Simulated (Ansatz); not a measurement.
## Is this TiC structure stable?

The cell was reached from a generator's guess, though it ends in a space group that the Crystallography Open Database lists for this formula.

These are results of Ansatz 0.2.0, DFT PBE, scalar-relativistic, plane waves, PAW, not measurements. Plane waves to 420 eV, a 22×22×22 mesh through Γ for the 2-atom cell and 0.10 eV Gaussian smearing; no spin polarisation.

```
CELL_PARAMETERS angstrom
0.00000 2.16637 2.16637
2.16637 0.00000 2.16637
2.16637 2.16637 0.00000
ATOMIC_POSITIONS crystal
Ti 0.50000 0.50000 0.50000
C 0.00000 0.00000 0.00000
```

The zero of energy is the elements' standard structures at the same level; no fitted shifts are applied.

Question: These tests were run: energy against the elements; phonons at Γ. What do they show?

Answer:

```csv
test,result
energy against the elements,−0.83 eV/atom
phonons at Γ,lowest optical mode 514 cm⁻¹
```

It fails none of these tests. Whether a mixture of other phases lies lower isn't tested here. Phonons away from Γ weren't computed.

The reference form of C is held partly by dispersion forces, which this level lacks. The run for the phonons used a 24×24×24 k mesh and Fermi–Dirac smearing of 0.15 eV.
